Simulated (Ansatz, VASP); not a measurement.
# PtSe2 (1T-PtSe2, 1 layer): VASP beside Ansatz

Aim: how closely do two programs agree when they are given the same cell, functional and k mesh? The structure shown is the start of the Ansatz relaxation below; VASP solves that cell, so the two are compared at the walk's first step.

Calculated with Ansatz 0.2.0; plane waves, with VASP 6.6.1 beside it; single point at PBE and single point at PBE with D3(BJ).

## 1. The starting structure

The cell holds 3 atoms: 2 Se and 1 Pt. Cell: a = 3.750 Å, b = 3.750 Å, c = 19.268 Å, α = 90.0°, β = 90.0°, γ = 120.0°. Vacuum lies along c.

## 2. Ansatz: relaxation, PBE

Ansatz runs on its default PAW (the set named soft_2) files.

The two programs are compared at the cell with which this relaxation starts, whose forces are those of its first step.

Contents of input.yaml:

```yaml
crystal:
  lattice:
    - [3.75, 0.0, 0.0]
    - [-1.875, 3.2475952642, 0.0]
    - [0.0, 0.0, 19.2677177955]
  atoms:
    - { symbol: Se, position: [0.6666666667, 0.3333333333, 0.4411524027] }
    - { symbol: Pt, position: [0.0, 0.0, 0.5] }
    - { symbol: Se, position: [0.3333333333, 0.6666666667, 0.5588475973] }
kpoints:
  mp_grid: { grid: [12, 12, 1] }
hamiltonian:
  xc: pbe
scf:
  occupations: { method: fermi_dirac, width: 0.05 }
  convergence: { dr2_threshold: 1.0e-08 }
efield:
  axis: 3
  dipole_correction: true
  ramp_position: 0.97
  ramp_width: 0.04
relax:
  f_tol: 0.01
  cell: { fix: [c, alpha, beta] }
output:
  write_potential: true
  write_density: true
  volumetric_format: npy
```

The run is started by

```bash
ansatz run input.yaml --threads 8 --pin off --max-ram 16384MiB --backend cpu --events-out ev --progress --plain --runs-dir out
```

Numbers of over 12 decimals in the logs are rounded to 6 here.

Output:

```text
Warning: relax.cell: scf.convergence.dr2_threshold = 1e-8 eV is looser than the 3e-10 eV advised for a relaxation that steers and ends on the stress (1e-10 eV for each atom of the cell: 3). What an SCF threshold leaves in a stress goes as its square root, and in the free energy as the threshold itself, and one threshold admits the most on a small cell: [figures from the program's tests cut] Set scf.convergence.dr2_threshold to 3e-10 eV or tighter. The threshold is an SCF's pass mark: one that does not reach it within its budget of iterations ends unconverged, or closes short of it on a stop that the run arms, and scf.convergence.dr2_threshold's page says what that costs each kind of run
Engine: ansatz 0.2.0, aarch64-unknown-linux-gnu
Pseudopotentials: kind: paw
Pseudopotential: Se, paw, valence charge 16, recommended cutoff 420 eV (normal), Se.paw.azcp
Pseudopotential: Pt, paw, valence charge 18, recommended cutoff 420 eV (normal), Pt.paw.azcp
Functional definition: PBE
  parameter kappa = 0.804
  parameter beta = 0.066725
  exchange = pbe_x(kappa = kappa, mu = beta*pi^2/3)
  correlation = pbe_c(beta = beta)
Crystal: 3 atoms, lattice volume = 234.652 Å³
Basis set: ecut = 420 eV, 4637 PW (Γ), exchange–correlation on 54×54×270 points (8 copies of the dense FFT grid, shifted against one another)
Bands: 30, of which v1, the nominal top of the filled ones, is band 25 counted from 1 (24 counted from 0)
Symmetry: 6 space group operations
k-points: 19 of 144 (time reversal used)
Non-local potential: Se, projectors of the file, l = 0: 2, l = 1: 2, l = 2: 3, l = 3: 1
Non-local potential: Pt, projectors of the file, l = 0: 3, l = 1: 2, l = 2: 2, l = 3: 1
PAW form: soft (Blöchl's): semilocal exchange-correlation on the pseudo side does not see the compensation charge
PAW one-centre angular grid: Se, 590 points (default); XC on 64 Gauss nodes
PAW one-centre angular grid: Pt, 590 points (default); XC on 64 Gauss nodes
Initial density: superposition of atomic densities (neutral atoms: chi_scale 0, normalization atom), corrected by the library's trained network
Initial wavefunctions: pseudopotential atomic-orbital guess
Functional: x = pbe(κ = 0.804, μ = 0.219515), c = pbe(β = 0.066725)
SCF iter   1: F=—  HF=-23461.996061 eV  |F-HF|=—  |Δ(HF+E_count)|=         —  Δρ=1.88e-3  dr2=8.39e-3  ethr=1.77e-3  p=-0.000 e·Å  D=-3.60e-5 V/Å  ΔV_dip=0.00 eV  dr2_dipole=1.77e-8  V_vac-E_F(+/−)=4.91/4.90 eV  ⟨swp⟩=8.2  Hψ=2694  notcnv=0
efield: sawtooth ramp at fractional position 0.9700 (set: `efield.ramp_position`, or a place that a band, a saddle search or an elastic batch's reference lends), width 0.0400; the density the first Hamiltonian is built on has a dipole p = -0.000 e·Å; the dipole correction subtracts the counter field D = -3.60e-5 V/Å, which shifts the + side's vacuum level by +0.00 eV against the − side's; the planar-averaged density in the ramp window peaks in size at 6.7e-6 e/Å³
preconditioner: auto → Resta (q_TF=auto, 2.109 Å⁻¹)  ε∞=2.3  [insulator: Δε(μ)=1.152 eV  Ē_g=9.910 eV  σ=0.050 eV  W_gap=1.00  n_scr=42 (ndim 8)  ℏωp=11.4 eV  f_vac=0.713  D(μ)=0.00/eV (n_scr^D=0)  ε∞_Penn≈2.3  vacuum switching on, ρ_ref=7.1e-3 e/Å³]
SCF iter   2: F=—  HF=-23461.993022 eV  |F-HF|=—  |Δ(HF+E_count)|=   3.04e-3  Δρ=8.32e-4  dr2=1.56e-3  ethr=1.68e-5  p=0.000 e·Å  D=1.04e-5 V/Å  ΔV_dip=-0.00 eV  dr2_dipole=5.70e-8  V_vac-E_F(+/−)=4.88/4.88 eV  ⟨swp⟩=2.2  Hψ=1063  notcnv=0  defer=4
SCF iter   3: F=—  HF=-23461.992983 eV  |F-HF|=—  |Δ(HF+E_count)|=   3.96e-5  Δρ=3.83e-4  dr2=5.80e-4  ethr=3.13e-6  p=-0.000 e·Å  D=-1.29e-4 V/Å  ΔV_dip=0.00 eV  dr2_dipole=1.19e-6  V_vac-E_F(+/−)=4.85/4.85 eV  ⟨swp⟩=2.0  Hψ=848  notcnv=0  defer=4
SCF iter   4: F=—  HF=-23461.992889 eV  |F-HF|=—  |Δ(HF+E_count)|=   9.37e-5  Δρ=1.21e-4  dr2=3.30e-5  ethr=1.16e-6  p=0.000 e·Å  D=7.32e-5 V/Å  ΔV_dip=-0.00 eV  dr2_dipole=4.29e-7  V_vac-E_F(+/−)=4.86/4.86 eV  ⟨swp⟩=2.0  Hψ=724  notcnv=0  defer=4
SCF iter   5: F=—  HF=-23461.992895 eV  |F-HF|=—  |Δ(HF+E_count)|=   6.19e-6  Δρ=3.40e-5  dr2=8.17e-6  ethr=6.60e-8  p=-0.000 e·Å  D=-1.42e-4 V/Å  ΔV_dip=0.00 eV  dr2_dipole=1.43e-6  V_vac-E_F(+/−)=4.86/4.86 eV  ⟨swp⟩=2.5  Hψ=969  notcnv=0  defer=4
SCF iter   6: F=—  HF=-23461.992966 eV  |F-HF|=—  |Δ(HF+E_count)|=   7.08e-5  Δρ=1.95e-5  dr2=2.62e-6  ethr=1.63e-8  p=0.000 e·Å  D=7.86e-5 V/Å  ΔV_dip=-0.00 eV  dr2_dipole=4.70e-7  V_vac-E_F(+/−)=4.86/4.86 eV  ⟨swp⟩=2.0  Hψ=701  notcnv=0  defer=6
[...]
SCF iter   8: F=-23462.359875 eV  HF=-23462.359875 eV  |F-HF|=1.52e-9  |Δ(HF+E_count)|=  7.42e-10  Δρ=3.92e-7  dr2=1.71e-9  ethr=2.00e-11  p=0.000 e·Å  D=1.16e-5 V/Å  ΔV_dip=-0.00 eV  dr2_dipole=3.62e-10  V_vac-E_F(+/−)=5.00/5.00 eV  ⟨swp⟩=7.6  Hψ=3304  notcnv=0
SCF 4 converged in 8 iterations: F = -23462.359875 eV  dr2 = 1.71e-9
relax step   4: F+E_penalty+E_count = -23462.35987478 eV  Δ(F+E_penalty+E_count) = -6.536e-4 eV  max|allowed force component| = 5.765e-3 eV/Å  Δτ_max = 0.0012 Å  P = +0.003 GPa  Ω = 234.505 Å³  energy of the carried Pulay correction = +8.210e-6 eV  fix = [c, alpha, beta]  reactions: c +0.011 GPa  (8 SCF iters, accepted)
Initial wavefunctions: pseudopotential atomic-orbital guess (no wavefunctions were taken with the density)
iter 1 solved again at ethr=3.00e-7 eV; its pass at ethr=3.10e-3 eV (dr2=1.50e-4 eV) is discarded
SCF iter   1: F=—  HF=-23462.359794 eV  |F-HF|=—  |Δ(HF+E_count)|=         —  Δρ=1.30e-6  dr2=4.81e-9  ethr=3.00e-7  p=0.000 e·Å  D=1.16e-5 V/Å  ΔV_dip=-0.00 eV  dr2_dipole=4.32e-10  V_vac-E_F(+/−)=5.00/5.00 eV  ⟨swp⟩=4.0  Hψ=4226  notcnv=0
efield: sawtooth ramp at fractional position 0.9700 (set: `efield.ramp_position`, or a place that a band, a saddle search or an elastic batch's reference lends), width 0.0400; the density the first Hamiltonian is built on has a dipole p = 0.000 e·Å; the dipole correction subtracts the counter field D = 1.16e-5 V/Å, which shifts the + side's vacuum level by -0.00 eV against the − side's; the planar-averaged density in the ramp window peaks in size at 1.0e-5 e/Å³
eigensolver tolerance schedule: the retry pair's looser diagonalisation over-reported the residual by 31204.79 of it (diagonalisation noise at an unbounded share of the residual, at the tolerance the schedule requests for it); recorded, not acted on — ethr = c·dr2/N_el stays at c = 1.0e-1
preconditioner: auto → Resta (q_TF=auto, 2.109 Å⁻¹)  ε∞=2.5  [insulator: Δε(μ)=1.407 eV  Ē_g=9.291 eV  σ=0.050 eV  W_gap=1.00  n_scr=42 (ndim 8)  ℏωp=11.4 eV  f_vac=0.696  D(μ)=0.00/eV (n_scr^D=0)  ε∞_Penn≈2.5  vacuum switching on, ρ_ref=6.3e-3 e/Å³]
SCF iter   2: F=—  HF=-23462.359866 eV  |F-HF|=—  |Δ(HF+E_count)|=   7.15e-5  Δρ=1.10e-6  dr2=8.50e-9  ethr=9.62e-12  p=0.000 e·Å  D=6.23e-6 V/Å  ΔV_dip=-0.00 eV  dr2_dipole=1.72e-9  V_vac-E_F(+/−)=5.00/5.00 eV  ⟨swp⟩=15.5  Hψ=4798  notcnv=0
SCF iter   3: F=-23462.359866 eV  HF=-23462.359866 eV  |F-HF|=8.77e-10  |Δ(HF+E_count)|=  7.31e-10  Δρ=7.08e-7  dr2=1.20e-9  ethr=9.62e-12  p=0.000 e·Å  D=1.11e-5 V/Å  ΔV_dip=-0.00 eV  dr2_dipole=1.56e-10  V_vac-E_F(+/−)=5.00/5.00 eV  ⟨swp⟩=6.8  Hψ=3150  notcnv=0
SCF 5 converged in 3 iterations: F = -23462.359866 eV  dr2 = 1.20e-9
relax step   5: F+E_penalty+E_count = -23462.35986592 eV  Δ(F+E_penalty+E_count) = +8.863e-6 eV  max|allowed force component| = 5.769e-3 eV/Å  Δτ_max = 0.0000 Å  P = +0.003 GPa  Ω = 234.505 Å³  fix = [c, alpha, beta]  reactions: c +0.010 GPa  stress off target by 1.22e-3 GPa on what of the cell is left free  SCF on the basis re-selected at this cell (its energy is not comparable with the rows above)  (3 SCF iters)
basis re-selected at this cell: Δ(F+E_penalty+E_count) = +8.863e-6 eV, ΔP = -0.001 GPa vs the last step (what re-selecting the basis moved, of the pressure what is left beyond the Pulay correction that the steps carried, after the strain that the cell walked since its last selection, with what the two solves' SCF thresholds leave and, on support functions, any second-order correction that the steps lacked; it is no m [...]
WARN: The output density's exchange-correlation potential varies sharply where the density is thin. Do not read a vacuum level from v_tot or v_xc, or from such a field of the output density. On a cell that repeats whose density bears no net charge and no dipole along the vacuum's axis use v_es (v_loc + v_h of the components); under efield.dipole_correction with no amplitude use v_es + v_field, which holds any externa [...]
SCF converged after 3 iterations
Free energy (F): -23462.359866 eV
Harris-Foulkes:  -23462.359866 eV  (|F-HF|=8.77e-10)
Internal energy: -23462.359866 eV  (E = F + TS)
E sigma→0 (E₀):  -23462.359866 eV
Entropy (-TS):   -0.000000 eV (-0.000 meV/atom)
Fermi energy:    -0.358097 eV
Dipole field:    D = -0.000004 V/Å  (p = -0.000006 e·Å, saw-weighted, corrected)
Work function:   Φ+ = 4.9961 eV   Φ− = 4.9960 eV
Levels:          The Fermi level and band energies are counted from a zero that moves with the ramp; work functions are not
--- Per-component energies (eV) ---
  E_band       = -1614.692637
  E_kinetic    = 872.325532
  E_local      = -44211.043521  (includes V_loc(G=0)·N_el)
  E_nonlocal   = -990.869317
  E_hartree    = 21533.015059
  E_xc         = -469.372789
  E_vxc        = -498.064050  (∫ρ·V_xc dr)
  E_paw        = -13277.741843  (= ΣΔE_a)
  E_vpaw       = 146.931924  (= ΣTr[D̂ρ^β])
  E_aug_tail   = -0.001007  (compensation charges beyond the density's cutoff)
  E_efield     = 0.000000  (sawtooth field / dipole correction)
  E_vefield    = 0.000043  (∫n·V_field dr)
  E_ewald      = 13081.328019
  E_smearing   = -0.000000  (= −TS)
  E_closure    = 0.000000  (closes the sum)
  Σ components = -23462.359866   (vs F -23462.359866, Δ=0.00e0)
--- Forces (eV/Å), atoms counted from 1 ---
  atom   1  Se     0.00000000    -0.00000000    -0.00575733
  atom   2  Pt    -0.00000000    -0.00000000    -0.00001072
  atom   3  Se     0.00000000     0.00000000     0.00576937
  max |Σ_I F_I| component: 1.31e-6 eV/Å
--- Stress (GPa, compression-positive) ---
       -0.001224       0.000000       0.000000
       -0.000000      -0.001224       0.000000
        0.000000       0.000000       0.010251
  P = ⅓ Tr σ = 0.0026 GPa (0.026 kbar)
--- Band table (eV; the first three rows and the last of 19) ---
  k-point 0: bands = [... 21 lower, -2.2746, -1.6387, -1.0969, -1.0969, 1.8624, 1.8624, 3.4288, 4.2061, ... 1 higher]
  k-point 1: bands = [... 21 lower, -2.5303, -1.5105, -1.1321, -1.0947, 1.3817, 1.7528, 3.6904, 4.3453, ... 1 higher]
  k-point 2: bands = [... 21 lower, -2.9872, -1.2821, -1.2271, -1.1687, 0.5717, 1.5554, 4.2439, 4.6225, ... 1 higher]
  k-point 18: bands = [... 21 lower, -3.5466, -3.2479, -2.0293, -2.0293, 0.7263, 0.7263, 5.0174, 7.0874, ... 1 higher]
--- Relaxed structure (4 steps of the walk, 4 accepted, 1 SCFs on fresh bases) ---
  F+E_penalty+E_count = -23462.35986592 eV   max|allowed force component| = 5.769e-3 eV/Å   (the final SCF, on the basis selected at the relaxed cell)
  cell:  # Å, volume = 234.5049 Å³
    - [3.748828, 0, 0]
    - [-1.874414, 3.246580, 0]
    - [0, 0, 19.2677177955]
  atoms:
    - { symbol: Se, position: [0.666667, 0.333333, 0.432158] }
    - { symbol: Pt, position: [0, 0, 0.500000] }
    - { symbol: Se, position: [0.333333, 0.666667, 0.567842] }
```

The column dr2 measures how far the density is from self-consistency, as an energy; F and HF (Harris–Foulkes) agree once it is small.

## 3. VASP: single point, PBE, start cell

The same cell, functional, mesh and smearing now go to VASP, with its own data sets.

Lines of VASP's logs that name or quote its potential files are left out, and so is its time.

Contents of INCAR:

```
SYSTEM = PtSe2
PREC = Accurate
ENCUT = 400
EDIFF = 1E-06
NELM = 120
ISMEAR = -1
SIGMA = 0.05
LREAL = .FALSE.
ALGO = Normal
GGA = PE
NBANDS = 17
LASPH = .TRUE.
LORBIT = 11
LWAVE = .FALSE.
LCHARG = .FALSE.
ISIF = 2
LDIPOL = .TRUE.
IDIPOL = 3
DIPOL = 0.5 0.5 0.5
LVHAR = .TRUE.
GGA_COMPAT = .FALSE.
EFERMI = MIDGAP
NELMDL = -8
KPAR = 2
```

Contents of POSCAR:

```
PtSe2
1.0
    3.7500000000      0.0000000000      0.0000000000
   -1.8750000000      3.2475950000      0.0000000000
    0.0000000000      0.0000000000     19.2677180000
Se Pt
2 1
Direct
    0.6666667180      0.3333334360      0.4411523980
    0.3333334360      0.6666668719      0.5588476020
    0.0000000000      0.0000000000      0.5000000000
```

Contents of KPOINTS:

```
Automatic mesh
0
Gamma
12 12 1
0 0 0
```

The projector-augmented-wave data sets are Se and Pt (PBE family, release 64).

The run is started by

```bash
mpirun -np 2 vasp_std
```

Output:

```text
[banner, memory and clock lines left out]
running    2 mpi-ranks, on    1 nodes
 distrk:  each k-point on    1 cores,    2 groups
 distr:  one band on    1 cores,    1 groups

 POSCAR found type information on POSCAR SePt
 POSCAR found :  2 types and       3 ions
 LDA part: xc-table for (Slater+PW92), standard interpolation
 POSCAR, INCAR and KPOINTS ok, starting setup
 FFT: planning ... GRIDC
 FFT: planning ... GRID_SOFT
 FFT: planning ... GRID
 WAVECAR not read
 entering main loop
       N       E                     dE             d eps       ncg     rms          rms(c)
DAV:   1     0.152679421002E+03    0.15268E+03   -0.67819E+03   646   0.787E+02
DAV:   2    -0.796709267206E+00   -0.15348E+03   -0.14663E+03   941   0.164E+02
DAV:   3    -0.145912386570E+02   -0.13795E+02   -0.13726E+02   808   0.607E+01
DAV:   4    -0.148019057930E+02   -0.21067E+00   -0.21036E+00   867   0.849E+00
DAV:   5    -0.148055213638E+02   -0.36156E-02   -0.36152E-02   847   0.105E+00
DAV:   6    -0.148056468046E+02   -0.12544E-03   -0.12544E-03   961   0.177E-01
DAV:   7    -0.148056503366E+02   -0.35320E-05   -0.35319E-05   928   0.268E-02
DAV:   8    -0.148056504558E+02   -0.11918E-06   -0.11898E-06   775   0.414E-03    0.147E+01
DAV:   9    -0.140916951653E+02    0.71396E+00   -0.49881E+00   769   0.200E+01    0.793E+00
DAV:  10    -0.139875165856E+02    0.10418E+00   -0.13216E+00   730   0.109E+01    0.360E+00
DAV:  11    -0.139302535531E+02    0.57263E-01   -0.11566E-01   800   0.344E+00    0.678E-01
DAV:  12    -0.139281323825E+02    0.21212E-02   -0.25691E-02   843   0.127E+00    0.199E-01
DAV:  13    -0.139282254902E+02   -0.93108E-04   -0.10364E-03   766   0.209E-01    0.232E-01
DAV:  14    -0.139284149773E+02   -0.18949E-03   -0.99618E-04   807   0.276E-01    0.204E-01
DAV:  15    -0.139284946010E+02   -0.79624E-04   -0.17316E-04   819   0.132E-01    0.142E-01
DAV:  16    -0.139284617959E+02    0.32805E-04   -0.18934E-05   737   0.273E-02    0.118E-01
DAV:  17    -0.139284333456E+02    0.28450E-04   -0.29450E-05   786   0.276E-02    0.756E-02
DAV:  18    -0.139284313165E+02    0.20291E-05   -0.16686E-06   682   0.685E-03    0.645E-02
DAV:  19    -0.139284247252E+02    0.65913E-05   -0.22889E-05   769   0.236E-02    0.240E-02
DAV:  20    -0.139284253302E+02   -0.60495E-06   -0.13858E-06   631   0.595E-03
   1 F= -.13928425E+02 E0= -.13928424E+02  d E =-.194716E-05
```

OUTCAR, selected parts (step 3):

```text
ion  position               nearest neighbor table
   1  0.667  0.333  0.441-   3 2.44   3 2.44   3 2.44
   2  0.333  0.667  0.559-   3 2.44   3 2.44   3 2.44
   3  0.000  0.000  0.500-   1 2.44   2 2.44   2 2.44   1 2.44   1 2.44   2 2.44

  LATTYP: Found a hexagonal cell.
 ALAT       =     3.7500000000
 C/A-ratio  =     5.1380581333

 Subroutine GETGRP returns: Found 12 space group operations
 (whereof 12 operations were pure point group operations)

The static configuration has the point symmetry D_3d.

 Found     19 irreducible k-points:

   k-points           NKPTS =     19   k-points in BZ     NKDIM =     19   number of bands    NBANDS=     17

   dimension x,y,z NGX =    24 NGY =   24 NGZ =  126
   dimension x,y,z NGXF=    48 NGYF=   48 NGZF=  252

   ENCUT  =  400.0 eV  29.40 Ry    5.42 a.u.   6.12  6.12 31.42*2*pi/ulx,y,z

   NELECT =      22.0000    total number of electrons

 k-points in reciprocal lattice and weights: Automatic mesh
   0.00000000  0.00000000  0.00000000       0.007
   0.08333333  0.00000000  0.00000000       0.042
   0.16666667  0.00000000  0.00000000       0.042
   0.25000000  0.00000000  0.00000000       0.042
   0.33333333  0.00000000  0.00000000       0.042
   0.41666667 -0.00000000  0.00000000       0.042
   0.50000000  0.00000000  0.00000000       0.021
   0.08333333  0.08333333  0.00000000       0.042
   0.16666667  0.08333333  0.00000000       0.083
[...]
0.33333333  0.25000000  0.00000000       0.083
   0.33333333  0.33333333  0.00000000       0.014

 dipolmoment           0.000000      0.000000     -0.000000 electrons x Angstroem

 average (electrostatic) potential at core
       1 -60.9942       2 -60.9942       3 -77.2030

 E-fermi :  -1.9441

 k-point     1 :       0.0000    0.0000    0.0000
  band No.  band energies     occupation
    ...
      7      -6.0831      2.00000
      8      -3.7262      2.00000
      9      -3.3694      2.00000
     10      -3.0869      2.00000
     11      -3.0869      2.00000
     12       0.5005      0.00000
     13       0.5005      0.00000
     14       1.8819      0.00000
     15       2.2028      0.00000
     16       2.9704      0.00000
    ...

 k-point     2 :       0.0833    0.0000    0.0000
  band No.  band energies     occupation
    ...
      7      -6.1475      2.00000
      8      -4.1491      2.00000
      9      -3.2026      2.00000
     10      -3.1029      2.00000
     11      -2.9885      2.00000
     12      -0.0328      0.00000
     13       0.3618      0.00000
     14       2.1121      0.00000
     15       2.4144      0.00000
     16       3.1283      0.00000
    ...

 k-point     3 :       0.1667    0.0000    0.0000
  band No.  band energies     occupation
    ...
      7      -6.2924      2.00000
      8      -4.7939      2.00000
      9      -3.2396      2.00000
     10      -3.0943      2.00000
     11      -2.7827      2.00000
     12      -0.9507      0.00000
     13       0.1389      0.00000
     14       2.5840      0.00000
     15       2.7742      0.00000
     16       3.2813      0.00000
    ...

  Total        5.0610621      5.0610613      4.9464631      0.0000000      0.0000000      0.0000000
  in kB       34.5564272     34.5564215     33.7739566      0.0000000      0.0000000      0.0000000
  external PRESSURE =      34.2956018 kB  Pullay stress =       0.0000000 kB

  energy-cutoff  :      400.00
  volume of cell :      234.65
      direct lattice vectors                 reciprocal lattice vectors
     3.750000000  0.000000000  0.000000000     0.266666667  0.153960084  0.000000000
    -1.875000000  3.247595000  0.000000000     0.000000000  0.307920169  0.000000000
     0.000000000  0.000000000 19.267718000     0.000000000  0.000000000  0.051900282

 POSITION                                       TOTAL-FORCE (eV/Angst)
 -----------------------------------------------------------------------------------
      1.87500      1.08253      8.50000        -0.000000     -0.000000     -2.201914
      0.00000      2.16506     10.76772         0.000000      0.000000      2.201914
      0.00000      0.00000      9.63386        -0.000000     -0.000000      0.000000
 -----------------------------------------------------------------------------------
    total drift:                               -0.000000     -0.000305      0.000000

  FREE ENERGIE OF THE ION-ELECTRON SYSTEM (eV)
  ---------------------------------------------------
  free  energy   TOTEN  =       -13.9284253302 eV

  energy  without entropy=      -13.9284233830  energy(sigma->0) =      -13.92842436

 vacuum level on the upper side and lower side of the slab         2.922         2.922

 total charge
# of ion       s       p       d       tot
------------------------------------------
    1        1.476   2.298   0.077   3.851
    2        1.476   2.298   0.077   3.851
    3        0.723   0.819   8.079   9.620
--------------------------------------------------
tot          3.676   5.414   8.232  17.322

[... 3 further parts left out ...]
```

[end of part 1 of 2]

[Lines on the potential files, build, host, timing and source positions are cut from VASP's logs without a mark.]

[Logs are printed without paths, hosts, clocks, repeated set-up lines and the standing remarks that a program may print on its own settings, such as how far it seeks lower states.]

[Hosts, paths, dates, database ids (printed as entryN), source tags and the programs' standing remarks are cut or masked in the printed files.]
